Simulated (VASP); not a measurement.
# MoS2 in VASP: further runs, part 2 of 2

VASP 6.6.1. The steps go on from the part before.

## (3) Single point, PBE+D3(BJ)

This run uses another cell than the first one, of 34.98 Å³/atom, 1.005 times its volume.

INCAR

```
  PREC = Accurate
  ENCUT = 520
  EDIFF = 1E-6
  ISMEAR = 0
  SIGMA = 0.01
  LREAL = False
  LASPH = True
  NELM = 100
  ALGO = Fast
  ISIF = 2
  LWAVE = False
  LCHARG = False
  GGA = PE
  IVDW = 12
  NBANDS = 35
```

KPOINTS

```
regular mesh
0
Gamma
  12 12 1
```

POSCAR

```
MoS2
1.0
    3.1600000000      0.0000000000      0.0000000000
   -1.5800000000      2.7366402760      0.0000000000
    0.0000000000      0.0000000000     24.2700000000
S Mo
4 2
Direct
    0.3333333333      0.6666666667      0.3090234858
    0.3333333333      0.6666666667      0.4375772559
    0.6666666667      0.3333333333      0.5624227441
    0.6666666667      0.3333333333      0.6909765142
    0.6666666667      0.3333333333      0.3733003708
    0.3333333333      0.6666666667      0.6266996292
```

Potentials or basis: VASP PAW PBE potentials, release 64 (S, Mo_sv).

Launch:

```sh
> cat potpaw_PBE.64/S/POTCAR potpaw_PBE.64/Mo_sv/POTCAR > POTCAR
> mpirun -np 1 vasp_std > vasp.out
```

OUTCAR:

```text
PREC = Accurate
   ENCUT = 520
   EDIFF = 1E-6
   ISMEAR = 0
   LREAL = False
   LASPH = True
   NELM = 100
   ISIF = 2
   GGA = PE
   IVDW = 12
 IVDW          = 12

 ion  position               nearest neighbor table
   1  0.333  0.667  0.309-   5 2.40   5 2.40   5 2.40
   2  0.333  0.667  0.438-   5 2.40   5 2.40   5 2.40
   3  0.667  0.333  0.562-   6 2.40   6 2.40   6 2.40
   4  0.667  0.333  0.691-   6 2.40   6 2.40   6 2.40
   5  0.667  0.333  0.373-   1 2.40   1 2.40   1 2.40   2 2.40   2 2.40   2 2.40
   6  0.333  0.667  0.627-   4 2.40   4 2.40   4 2.40   3 2.40   3 2.40   3 2.40

  LATTYP: Found a hexagonal cell.
 ALAT       =     3.1600000000
 C/A-ratio  =     7.6803797468

  Lattice vectors:

 A1 = (   3.1600000000,   0.0000000000,   0.0000000000)
 A2 = (  -1.5800000000,   2.7366402760,   0.0000000000)
 A3 = (   0.0000000000,   0.0000000000,  24.2700000000)

Analysis of symmetry for initial positions (statically):
=====================================================================
 Subroutine PRICEL returns:
 Original cell was already a primitive cell.

 Routine SETGRP: Setting up the symmetry group for a
 hexagonal supercell.

 Subroutine GETGRP returns: Found 12 space group operations
 (whereof 12 operations were pure point group operations)
 out of a pool of 24 trial point group operations.

The static configuration has the point symmetry D_3d.

Analysis of symmetry for dynamics (positions and initial velocities):
=====================================================================
 Subroutine PRICEL returns:
 Original cell was already a primitive cell.

 Routine SETGRP: Setting up the symmetry group for a
 hexagonal supercell.

 Subroutine GETGRP returns: Found 12 space group operations
 (whereof 12 operations were pure point group operations)
 out of a pool of 24 trial point group operations.

The dynamic configuration has the point symmetry D_3d.

 Subroutine INISYM returns: Found 12 space group operations
 (whereof 12 operations are pure point group operations),
 and found     1 'primitive' translations

----------------------------------------------------------------------------------------

                                     Primitive cell

  volume of cell :     209.8817

  direct lattice vectors                    reciprocal lattice vectors
     3.160000000  0.000000000  0.000000000     0.316455696  0.182705781  0.000000000
    -1.580000000  2.736640276  0.000000000     0.000000000  0.365411563  0.000000000
     0.000000000  0.000000000 24.270000000     0.000000000  0.000000000  0.041203131

  length of vectors
     3.160000000  3.160000000 24.270000000     0.365411563  0.365411563  0.041203131

  position of ions in fractional coordinates (direct lattice)
     0.333333333  0.666666667  0.309023486
     0.333333333  0.666666667  0.437577256
     0.666666667  0.333333333  0.562422744
     0.666666667  0.333333333  0.690976514
     0.666666667  0.333333333  0.373300371
     0.333333333  0.666666667  0.626699629

[... 31 lines left out ...]
 ===========================================

 Found     19 irreducible k-points:

 Following reciprocal coordinates:
            Coordinates               Weight
  0.000000  0.000000  0.000000      1.000000
  0.083333  0.000000  0.000000      6.000000
  0.166667  0.000000  0.000000      6.000000
  0.250000  0.000000  0.000000      6.000000
  0.333333  0.000000  0.000000      6.000000
  0.416667  0.000000  0.000000      6.000000
[... 11 lines left out ...]
  0.333333  0.250000  0.000000     12.000000
  0.333333  0.333333  0.000000      2.000000
   k-points           NKPTS =     19   k-points in BZ     NKDIM =     19   number of bands    NBANDS=     35
   number of dos      NEDOS =    301   number of ions     NIONS =      6
   total plane-waves  NPLWV = 110592
   dimension x,y,z NGX =    24 NGY =   24 NGZ =  192
   dimension x,y,z NGXF=    48 NGYF=   48 NGZF=  384
   ions per type =               4   2
   NGX,Y,Z   is equivalent  to a cutoff of  12.63, 12.63, 13.15 a.u.
   NGXF,Y,Z  is equivalent  to a cutoff of  25.25, 25.25, 26.30 a.u.
 SYSTEM =  unknown system
   PREC   = accura    normal or accurate (medium, high low for compatibility)
   ISTART =      0    job   : 0-new  1-cont  2-samecut
   ICHARG =      2    charge: 1-file 2-atom 10-const
   ISPIN  =      1    spin polarized calculation?
   LNONCOLLINEAR =      F non collinear calculations
   LSORBIT =      F    spin-orbit coupling
   LASPH  =      T    aspherical Exc in radial PAW
   ENCUT  =  520.0 eV  38.22 Ry    6.18 a.u.   5.88  5.88 45.13*2*pi/ulx,y,z
   NELM   =    100;   NELMIN=  2; NELMDL= -5     # of ELM steps
   EDIFF  = 0.1E-05   stopping-criterion for ELM
   LREAL  =      F    real-space projection
   EDIFFG = 0.1E-04   stopping-criterion for IOM
   NSW    =      0    number of steps for IOM
   IBRION =     -1    ionic relax: 0-MD 1-quasi-New 2-CG
   NFREE  =      0    steps in history (QN), initial steepest desc. (CG)
   ISIF   =      2    stress and relaxation
   ISYM   =      2    0-nonsym 1-usesym 2-fastsym
   POTIM  = 0.5000    time-step for ionic-motion
   TEBEG  =    0.0;   TEEND  =   0.0 temperature during run
   PSTRESS=    0.0 pullay stress
   NELECT =      52.0000    total number of electrons
   NUPDOWN=      -1.0000    fix difference up-down
   EMIN   =  10.00;   EMAX   =-10.00  energy-range for DOS
   EFERMI =   0.00;   METHOD = LEGACY
   ISMEAR =     0;   SIGMA  =   0.01  broadening in eV -4-tet -1-fermi 0-gaus
   EFERMI_NEDOS =   21; number of points for ismear=-14 and -15
   IALGO  =     68    algorithm
   IMIX   =      4    mixing-type and parameters
     AMIX     =   0.40;   BMIX     =  1.00
     AMIX_MAG =   1.60;   BMIX_MAG =  1.00
  volume/ion in A,a.u.               =      34.98       236.06
  Fermi-wavevector in a.u.,A,eV,Ry     =   1.028216  1.943047 14.384466  1.057228
  Thomas-Fermi vector in A             =   2.162201
   LORBIT       =      0    0 simple, 1 ext, 2 COOP (PROOUT), +10 PAW based schemes
   GGA     = PE    functional components
   LHFCALC =     F    Hartree Fock is set to
   AEXX    =    0.0000 exact exchange contribution
   IVDW    =    12    specifies the selected vdW correction
   LEPSILON=     F    determine dielectric tensor
   LRPA    =     F    only Hartree local field effects (RPA)
 non-spin polarized calculation
 RMM-DIIS sequential band-by-band and
 Gauss-broadening in eV      SIGMA  =   0.01
  energy-cutoff  :      520.00
  volume of cell :      209.88
 maximum number of plane-waves:      5675
 NGX is ok and might be reduce to    24
   NGX = 11   NGY = 11   NGZ = 91

 number of electron      51.9999997 magnetization

 Free energy of the ion-electron system (eV)
  ---------------------------------------------------
  ext. energy  EPLUGINS =         0.00000000
  ---------------------------------------------------
  free energy    TOTEN  =       -43.64612338 eV

  energy without entropy =      -43.64612338  energy(sigma->0) =      -43.64612338

 E-fermi :   1.1501     XC(G=0):  -5.9682

 val. band max:        1.0436601522   @ k =   0.0000   0.0000   0.0000
 cond. band min:       2.3318602348   @ k =   0.3333   0.3333   0.0000
 fundamental gap:      1.2882000826
 Fermi energy:         1.1501439946

 k-point     1 :       0.0000    0.0000    0.0000
  band No.  band energies     occupation
      1     -60.2446      2.00000
      2     -60.2446      2.00000
      3     -34.4021      2.00000
      4     -34.4020      2.00000
      5     -34.1730      2.00000
      6     -34.1730      2.00000
[... 711 lines left out ...]
     34       5.5686      0.00000
     35       7.5005      0.00000

------------------------ aborting loop because EDIFF is reached ----------------------------------------

 Edisp (eV)   -2.22567

 E8    (eV) :    -0.9290

  FORCE on cell =-STRESS in cart. coord.  units (eV):
  Direction    XX          YY          ZZ          XY          YZ          ZX
  --------------------------------------------------------------------------------------
  -------------------------------------------------------------------------------------
  Total      -0.39548    -0.39548     0.17418    -0.00000     0.00000     0.00000
  in kB      -3.01902    -3.01902     1.32963    -0.00000     0.00000     0.00000
  external pressure =       -1.57 kB  Pullay stress =        0.00 kB

 VOLUME and BASIS-vectors are now :
 -----------------------------------------------------------------------------
  energy-cutoff  :      520.00
  volume of cell :      209.88
      direct lattice vectors                 reciprocal lattice vectors
     3.160000000  0.000000000  0.000000000     0.316455696  0.182705781  0.000000000
    -1.580000000  2.736640276  0.000000000     0.000000000  0.365411563  0.000000000
     0.000000000  0.000000000 24.270000000     0.000000000  0.000000000  0.041203131

 POSITION                                       TOTAL-FORCE (eV/Angst)
 -----------------------------------------------------------------------------------
     -0.00000      1.82443      7.50000         0.000000      0.000000     -0.076488
     -0.00000      1.82443     10.62000        -0.000000      0.000000      0.091012
      1.58000      0.91221     13.65000         0.000000     -0.000000     -0.091012
      1.58000      0.91221     16.77000        -0.000000      0.000000      0.076488
      1.58000      0.91221      9.06000        -0.000000     -0.000000      0.032141
     -0.00000      1.82443     15.21000         0.000000      0.000000     -0.032141
 -----------------------------------------------------------------------------------
    total drift:                                0.000000     -0.000000      0.000000

  FREE ENERGIE OF THE ION-ELECTRON SYSTEM (eV)
  ---------------------------------------------------
  free  energy   TOTEN  =       -45.8717888659 eV

  energy  without entropy=      -45.8717888659  energy(sigma->0) =      -45.87178887
```

OSZICAR:

```text
N       E                     dE             d eps       ncg     rms          rms(c)
DAV:   1     0.429605340633E+03    0.42961E+03   -0.27866E+04  1626   0.128E+03
DAV:   2    -0.182392384137E+02   -0.44784E+03   -0.43378E+03  1699   0.320E+02
DAV:   3    -0.458006436248E+02   -0.27561E+02   -0.27113E+02  1641   0.717E+01
DAV:   4    -0.465626833648E+02   -0.76204E+00   -0.75550E+00  1605   0.121E+01
DAV:   5    -0.465862457967E+02   -0.23562E-01   -0.23554E-01  1631   0.208E+00    0.346E+01
RMM:   6    -0.443055190009E+02    0.22807E+01   -0.11701E+01  1378   0.161E+01    0.121E+01
RMM:   7    -0.438255052819E+02    0.48001E+00   -0.22830E+00  1362   0.713E+00    0.847E+00
RMM:   8    -0.436666820448E+02    0.15882E+00   -0.12411E+00  1424   0.538E+00    0.207E+00
RMM:   9    -0.436463964314E+02    0.20286E-01   -0.14124E-01  1543   0.217E+00    0.521E-01
RMM:  10    -0.436453550861E+02    0.10413E-02   -0.24909E-02  1643   0.818E-01    0.199E-01
RMM:  11    -0.436458696187E+02   -0.51453E-03   -0.60811E-03  1799   0.365E-01    0.134E-01
RMM:  12    -0.436458874901E+02   -0.17871E-04   -0.77155E-04  1764   0.143E-01    0.786E-02
RMM:  13    -0.436459652320E+02   -0.77742E-04   -0.52522E-04  1627   0.111E-01    0.559E-02
RMM:  14    -0.436459867454E+02   -0.21513E-04   -0.75226E-05  1663   0.506E-02    0.177E-02
RMM:  15    -0.436460798738E+02   -0.93128E-04   -0.87936E-05  1631   0.334E-02    0.276E-02
RMM:  16    -0.436460943646E+02   -0.14491E-04   -0.12006E-05  1503   0.148E-02    0.153E-02
RMM:  17    -0.436461241455E+02   -0.29781E-04   -0.18910E-05  1484   0.136E-02    0.619E-03
RMM:  18    -0.436461233832E+02    0.76226E-06   -0.29104E-06  1223   0.610E-03
   1 F= -.45871789E+02 E0= -.45871789E+02  d E =-.223482E-53
```

stdout:

```text
POSCAR found type information on POSCAR S Mo
 POSCAR found :  2 types and       6 ions
 scaLAPACK will be used
 LDA part: xc-table for (Slater+PW92), standard interpolation
 POSCAR, INCAR and KPOINTS ok, starting setup
 FFT: planning ... GRIDC
 FFT: planning ... GRID_SOFT
 FFT: planning ... GRID
 WAVECAR not read
 entering main loop
```

It took 2.1 min on 1 thread of Intel Xeon Platinum 8375C at 2.90GHz (Ice Lake), shared host; peak memory 0.39 GiB.

Results:

| Quantity | Value |
| --- | --- |
| Free energy | -45.8718 eV |
| Largest force | 0.091 eV/Å |
| Band gap on the k mesh | 1.29 eV, indirect (least direct gap 1.72 eV) |
| Dispersion energy per atom | -0.371 eV |

Forces in eV/Å, atoms in the order of the input:
```
S    0.000  0.000 -0.076
S    0.000  0.000  0.091
S    0.000  0.000 -0.091
S    0.000  0.000  0.076
Mo   0.000  0.000  0.032
Mo   0.000  0.000 -0.032
```
